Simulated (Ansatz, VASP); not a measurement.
# Zr in VASP and in Ansatz

```
Zr
1.0
     2.98062    0.00000    0.00000
    -1.49031    2.58129    0.00000
     0.00000    0.00000    4.95043
Zr
2
Direct
  0.33333 0.66667 0.25000
  0.66667 0.33333 0.75000
```

Alike in both runs: functional PBE; k mesh 15 × 15 × 8; occupations fermi-dirac, width 0.08 eV; no spin polarisation.

Ansatz relaxed the structure, and its values are those at the end. VASP's run is a single point on that final structure, the one shown.

|  | VASP | Ansatz |
| --- | --- | --- |
| version | VASP 6.6.1 | Ansatz 0.2.0 |
| potentials or method | VASP PAW PBE potentials, release 64 (Zr_sv) | PAW with Ansatz's default frozen-core files, scalar-relativistic |
| plane-wave cutoff (eV) | 520 | 420 |
| valence electrons in the cell | 24 | 24 |

```csv
,VASP,Ansatz,Ansatz less VASP
pressure (GPa),26.0,26.0,-0.05
```

Caveats: so large a pressure means that the cell lies far from this level's equilibrium, or that cutoff or potentials fall short (VASP).
